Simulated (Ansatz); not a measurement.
W:

```
CELL_PARAMETERS angstrom
-1.58234 1.58234 1.58234
1.58234 -1.58234 1.58234
1.58234 1.58234 -1.58234
ATOMIC_POSITIONS crystal
W 0.00000 0.00000 0.00000
```

Program: Ansatz 0.2.0. Alike in all runs: cell as given. Hardware: 1 thread of Arm Neoverse V2 (shared host).

Q: Order these runs on this cell by their wall time, lowest first.
A. task optical spectrum; level LDA; potentials or basis PseudoDojo standard (LDA files); spin off; k mesh 12 × 12 × 12; cutoff (eV) 952; smearing gaussian 0.05 eV; broadening 0.1 eV
B. task electric field gradients; level PBEsol+D3(BJ)-ATM+U; potentials or basis Ansatz PAW; spin off; U W d U = 5 eV; k mesh 12 × 12 × 12; cutoff (eV) 420; smearing fermi-dirac 0.15 eV; hubbard projectors ortho-atomic; double counting fll (the default)
C. task single point; level HSE03; potentials or basis Ansatz PAW; spin SOC, no magnetisation; k mesh 8 × 8 × 8; cutoff (eV) 420; smearing gaussian 0.02 eV; other keys scf.mixing.preconditioner = none

A: B (1.8 s), A (53 s), C (170 s).

Caveats: U without spin polarisation on a metal has little footing (some runs); the U is typed as a test and isn't derived for this compound (some runs); spectra need much finer meshes, so this one isn't converged (some runs); independent-particle spectra lack excitons (some runs).

Runs at the PBE level aren't shown here.
